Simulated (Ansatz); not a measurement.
# GaSb under changes of volume

One of the cells (24.120 Å³/atom); the others are scaled copies at fixed shape and fractional positions:

```
CELL_PARAMETERS angstrom
-2.75343 2.75343 1.59071
2.75343 -2.75343 1.59071
2.75343 2.75343 -1.59071
ATOMIC_POSITIONS crystal
Sb 0.00000 0.00000 0.00000
Ga 0.75000 0.25000 0.50000
```

Measurements of this composition are mostly on another form, of space group No. 216.

```yaml
Program: Ansatz 0.2.0
Functional: r2SCAN
Potentials_or_basis: Ansatz PAW
Cutoff: "500 eV (not typed: the program's choice for these potentials)"
k_mesh: 10 × 10 × 10
Occupations: fermi-dirac, width 0.05 eV
Spin: no spin polarisation
```

```csv
volume (Å³/atom),energy over the lowest point (meV/atom),pressure (GPa)
22.672,?,?
23.155,0.49,0.8
23.637,0.00,-0.4
24.120,2.98,-1.5
24.602,9.02,-2.5
25.084,17.77,-3.3
25.567,28.94,-4.1
```

Problem. What does the run at 22.672 Å³/atom give?

Solution. Energy over the lowest point 4.89 meV/atom; pressure 2.2 GPa.

Worked out: A Birch-Murnaghan fit of order 3 (a polynomial in V^(-2/3)) to the other rows has its minimum at 23.46 Å³/atom with B0 = V·E''(V) = 59 GPa and B' = 5.0 at fixed shape and positions, which overstates the stiffness. It gives 4.91 meV/atom at 22.672 Å³/atom, against the run's 4.89, and -dE/dV = 2.2 GPa, against 2.2.

Energies are extrapolated to zero smearing.

Caveats: the PAW data sets come from PBE, with cores solved anew for the run's functional, which leaves a small shift of forces and pressure.
